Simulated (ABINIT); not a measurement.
## TiB2: relaxation of cell and atoms with revPBE+D3(BJ)

The system is TiB2.

```
Ti B
1.0
     3.02920    0.00000    0.00000
    -1.51460    2.62336    0.00000
     0.00000    0.00000    3.22840
Ti B
1 2
Direct
  0.00000 0.00000 0.00000
  0.66667 0.33333 0.50000
  0.33333 0.66667 0.50000
```

- Program: ABINIT 10.8.3 (patched build)
- Task: relaxation of cell and atoms
- Functional: revPBE
- Dispersion: D3(BJ)
- Potentials or basis: JTH PAW PBE v2.0
- Cutoff: 408 eV
- k mesh: 10 × 10 × 8
- Occupations: fermi-dirac, width 0.05 eV
- Spin: no spin polarisation
- Target pressure: 1 GPa
- Cell freedom (optcell): 2
- Cutoff smearing ecutsm (Ha): 0.5
- Optimiser (ionmov): 2
- Force stop (Ha/bohr): 5e-05
- Fine-grid cutoff: 816.342 eV
- Exchange and correlation inside the PAW spheres: full angular mesh (pawxcdev 0, this build's default; the released program takes 1)

* Relaxed volume: 8.14 Å³/atom
* Relaxed cell: a = 2.987 Å, b = 2.987 Å, c = 3.160 Å, α = 90.00°, β = 90.00°, γ = 120.00°
* Space group after relaxing (to 0.05 Å): P6/mmm (No. 191)
* Energy change on relaxing (the enthalpy is what falls): -14.0 meV/atom
* Ionic steps: 5
* Pressure after relaxing: 1.0 GPa
* Band gap on the k mesh: none (metal or under the smearing width)

The path:
```csv
step,energy change (eV),largest force (eV/Å),pressure (GPa),volume (Å³)
1,0.0000,0.0000,-11.32,25.66
2,-0.0403,0.0000,-1.87,24.70
3,-0.0416,0.0000,1.18,24.42
4,-0.0418,0.0000,1.16,24.41
5,-0.0420,0.0000,1.01,24.42
```

Final structure:
```
Ti B
1.0
     2.98712    0.00000    0.00000
    -1.49356    2.58693    0.00000
     0.00000    0.00000    3.16008
Ti B
1 2
Direct
  0.00000 0.00000 0.00000
  0.66667 0.33333 0.50000
  0.33333 0.66667 0.50000
```

Levels at points of the mesh, in eV from the Fermi level:
| k point | band 6 | band 7 | band 8 | band 9 | band 10 | band 11 | band 12 | band 13 |
| --- | --- | --- | --- | --- | --- | --- | --- | --- |
| (0.00, 0.00, 0.00) | -2.70 | -2.70 | -2.20 | -2.16 | 2.12 | 2.12 | 4.03 | 4.03 |
| (0.50, 0.00, 0.00) | -9.31 | -3.30 | -3.26 | -2.35 | 1.53 | 3.00 | 3.53 | 3.61 |
| (0.00, 0.00, 0.50) | -7.76 | -0.51 | -0.51 | -0.16 | -0.16 | 0.53 | 0.53 | 1.94 |
| (0.50, 0.00, 0.50) | -7.60 | -4.79 | -3.95 | -3.11 | 2.81 | 3.20 | 4.96 | 5.02 |

Wall time 66 s on 1 thread of Intel(R) Xeon(R) Platinum 8488C (Sapphire Rapids), with other jobs on the host, peak memory 0.12 GiB.

Caveat: the PAW data sets were made with another functional, which shifts forces and pressure a little; pairwise dispersion overbinds metals, which lowers pressure and volume; the atomic spheres overlap.
